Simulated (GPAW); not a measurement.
CdSe (Cadmoselite):

```
Cd Se
1.0
     4.30000    0.00000    0.00000
    -2.15000    3.72391    0.00000
     0.00000    0.00000    7.02000
Cd Se
2 2
Direct
  0.66667 0.33333 0.50000
  0.33333 0.66667 0.00000
  0.66667 0.33333 0.88500
  0.33333 0.66667 0.38500
```

| Property | Result |
| --- | --- |
| Program | GPAW 26.7.0 |
| Task | relaxation of cell and atoms |
| Functional | M06-L |
| Potentials or basis | GPAW PAW data sets (gpaw-data 1.2.1) |
| Cutoff | 600 eV |
| Basis | pw |
| k mesh | 5 × 5 × 3 |
| Occupations | fermi-dirac, width 0.05 eV |
| Spin | no spin polarisation |

At the start: pressure 3.3 GPa; volume 28.10 Å³/atom.

Problem. How do energy, volume and symmetry change on relaxing?

Solution. Over 6 steps the energy falls by 22.0 meV/atom and the volume is 29.89 Å³/atom (+6.4 %); space group P6_3mc (No. 186, to 0.05 Å).

Step by step:
```tsv
step	energy change (eV)	largest force (eV/Å)	pressure (GPa)	volume (Å³)
1	0.0000	0.2465	3.34	112.41
2	-0.0183	0.2241	2.88	113.12
3	-0.0842	0.0054	0.58	118.00
4	-0.0866	0.0359	0.22	118.92
5	-0.0871	0.0356	0.13	119.15
6	-0.0879	0.0210	-0.03	119.56
```

Final structure:
```
Cd Se
1.0
     4.40120    0.00000    0.00000
    -2.20060    3.81155    0.00000
     0.00000    0.00000    7.12695
Cd Se
2 2
Direct
  0.66667 0.33333 0.50451
  0.33333 0.66667 0.00451
  0.66667 0.33333 0.88082
  0.33333 0.66667 0.38082
```

Caveat: later steps reuse the first step's grids; the PAW data sets were made with another functional, which shifts forces and pressure a little.
